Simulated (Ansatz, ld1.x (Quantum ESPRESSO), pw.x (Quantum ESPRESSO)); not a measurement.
Co (Z = 27) (fcc): variants of one PAW potential in the solid

Co, PAW, made with ld1.x (Quantum ESPRESSO) 7.5 (PBE, scalar-relativistic). Core [Ne], reference 3s2 3p6 3d7 4s2 4p0. Waves: 3s (bound): rcut 1.05, rcutus 1.15 bohr; 4s (bound): rcut 1.05, rcutus 1.15 bohr; 3p (bound): rcut 1.15, rcutus 1.55 bohr; 4p (bound, empty): rcut 1.15, rcutus 1.55 bohr; 3d (bound): rcut 1.20, rcutus 1.60 bohr; 3d channel at 0.6 Ry: rcut 1.20, rcutus 1.60 bohr. Local part: all-electron potential smoothed inside 1.50 bohr (lloc = -1). Core correction: none. Augmentation charge: PSQ, inside the norm-conserving radii.

Crystal test: fcc Co in pw.x 7.5, no spin, 16³ k-points, Fermi–Dirac smearing 0.01 Ry, cutoffs set for each file from its atomic test. The reference is all-electron LAPW (Ansatz 0.2.0) with the same functional, mesh and smearing; V0 and B0 come from Birch–Murnaghan fits to the pressures at five volumes. Errors are pseudo minus all-electron; Δ is the rms difference of the E(V) curves that follow from these fits, minima aligned, over ±6 % about the mean V0. Mesh and smearing are coarse, so the numbers serve the comparison and aren't converged zero-temperature values; the lattice is a test structure that the element need not adopt. Spin polarisation and strong correlation are left out, which matters for this element.

All-electron: a0 = 3.461 Å (V0 = 10.36 Å³/atom), B0 = 248.3 GPa.

Base: Atomic configuration tests: 1 of 7 tests not solved or not reliable.

3 further variants are left out: they gave no file fit for a test, a broken result, the same result as the base, or pressures whose basis-set error rivals the error shown.

```tsv
change	cutoffs (Ry)	pw.x	a0 (Å)	a0 error (%)	B0 error (%)	Δ (meV/atom)	mean pressure error (GPa)
base	110/880	converged	3.456	-0.14	+0.7	2.4	-1.07
all radii scaled by about 0.96 (s 1.10, p 1.50, d 1.54 bohr, rcut 1.00/1.10/1.16); local potential all-electron potential smoothed inside 1.44 bohr (lloc = -1)	100/800	converged	3.442	-0.55	+5.6	9.4	-4.13
local potential all-electron potential smoothed inside 1.20 bohr (lloc = -2)	110/880	converged	3.457	-0.11	+0.6	1.9	-0.84
```
